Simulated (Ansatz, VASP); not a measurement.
# FeNi3 in VASP and in Ansatz

Contents of INCAR:

```
SYSTEM = FeNi3
PREC = Accurate
ENCUT = 520
EDIFF = 1E-6
ISMEAR = -1
SIGMA = 0.08
LREAL = .False.
LASPH = .True.
NELM = 150
ALGO = Normal
ISIF = 2
LWAVE = .False.
LCHARG = .False.
ISPIN = 2
MAGMOM = 2.7 0.7 0.7 0.7
LORBIT = 11
LMAXMIX = 4
GGA = CA
NBANDS = 31
```

Contents of KPOINTS:

```
Automatic mesh
0
Gamma
  10 10 10
  0 0 0
```

The input POSCAR:

```
FeNi3
1.0
    3.4477303903      0.0000000000      0.0000000000
    0.0000000000      3.4477303903      0.0000000000
    0.0000000000      0.0000000000      3.4477303903
Fe Ni
1 3
Direct
    0.0000000000      0.0000000000      0.0000000000
    0.0000000000      0.5000000000      0.5000000000
    0.5000000000      0.0000000000      0.5000000000
    0.5000000000      0.5000000000      0.0000000000
```

Input for Ansatz:

```yaml
crystal:
  lattice:
    - [3.44773039034, 0.0, 0.0]
    - [0.0, 3.44773039034, 0.0]
    - [0.0, 0.0, 3.44773039034]
  atoms:
    - { symbol: Fe, position: [0.0, 0.0, 0.0], spin: 2.7 }
    - { symbol: Ni, position: [0.0, 0.5, 0.5], spin: 0.7 }
    - { symbol: Ni, position: [0.5, 0.0, 0.5], spin: 0.7 }
    - { symbol: Ni, position: [0.5, 0.5, 0.0], spin: 0.7 }
magnetization:
  spin_polarized: true
kpoints:
  mp_grid: { grid: [10, 10, 10] }
scf:
  occupations: { method: fermi_dirac, width: 0.08 }
hamiltonian:
  xc: lda
  pseudopotentials: { kind: all_electron, lapw: { basis_error: 0.001 } }
output:
  forces: true
  stress: true
  eigenvalues: true
  eigenstates:
    nscf_kmesh: { grid: [12, 12, 12] }
    de_dk: true
    e_range: [-14, 14]
  optics:
    e_range: [0, 20]
    de: 0.2
    sigma: 0.2
    bands: { spectra_wanted_up_to: 20 }
    nscf_kmesh: { grid: [12, 12, 12] }
    drude_damping: 0.2
checkpoint:
  write: ck
  write_wavefunctions: false
```

Alike in both runs: task single point; functional LDA; k mesh 10 × 10 × 10; occupations fermi-dirac, width 0.08 eV; collinear spin.

|  | VASP | Ansatz |
| --- | --- | --- |
| version | VASP 6.6.1 | Ansatz 0.2.0 |
| potentials or method | VASP PAW LDA potentials, release 64 (Fe, Ni) | all-electron LAPW, scalar-relativistic |
| plane-wave cutoff (eV) | 520 | see its input |

Ansatz gave:

```
pressure (GPa)                                                : -0.1
net moment per atom (μB)                                      : 1.15
size of the moment on the site where the two differ most (μB) : 2.76
```

What did VASP give for the same quantities?

Pressure (GPa): -0.3; net moment per atom (μB): 1.13; size of the moment on the site where the two differ most (μB): 2.68.

Site moments also hang on the region over which each program counts them. Ansatz ran all-electron here, so the differences hold the error of VASP's frozen core and of both bases. Ansatz warned: «optics_on_partly_filled_bands».
